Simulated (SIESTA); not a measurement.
Crystal: TePb.

```
Pb Te
1.0
     0.00000    3.23100    3.23100
     3.23100    0.00000    3.23100
     3.23100    3.23100    0.00000
Pb Te
1 1
Cartesian
  0.0000 0.0000 0.0000
  3.2310 3.2310 3.2310
```

Base run:

```yaml
Program: SIESTA 5.4.2
Functional: vdW-DF-cx
Potentials_or_basis: PseudoDojo 0.4 standard (PBE files)
Basis: DZP (energy shift 0.003 Ry; two zetas on semicore shells)
Grid_cutoff: 500 Ry
Energy_shift: 0.003 Ry
k_mesh: 7 × 7 × 7
Occupations: fermi-dirac, width 0.05 eV
Spin: no spin polarisation
```

Its results: pressure 0.7 GPa.

Task: After a change of settings the same cell gave: pressure 5.5 GPa. Which change was it?
A. functional from vdW-DF-cx to LDA; potentials or basis from PseudoDojo 0.4 standard (PBE files) to PseudoDojo 0.4 standard (LDA files)
B. functional from vdW-DF-cx to BLYP
C. functional from vdW-DF-cx to PBEsol; potentials or basis from PseudoDojo 0.4 standard (PBE files) to PseudoDojo 0.4 standard (PBEsol files)
D. functional from vdW-DF-cx to AM05; potentials or basis from PseudoDojo 0.4 standard (PBE files) to PseudoDojo 0.4 standard (PBEsol files)

Result: B.

Caveats: the potentials were made for another functional, which shifts forces and pressure; the basis of atomic orbitals isn't converged, which shifts pressures, moduli and gaps.
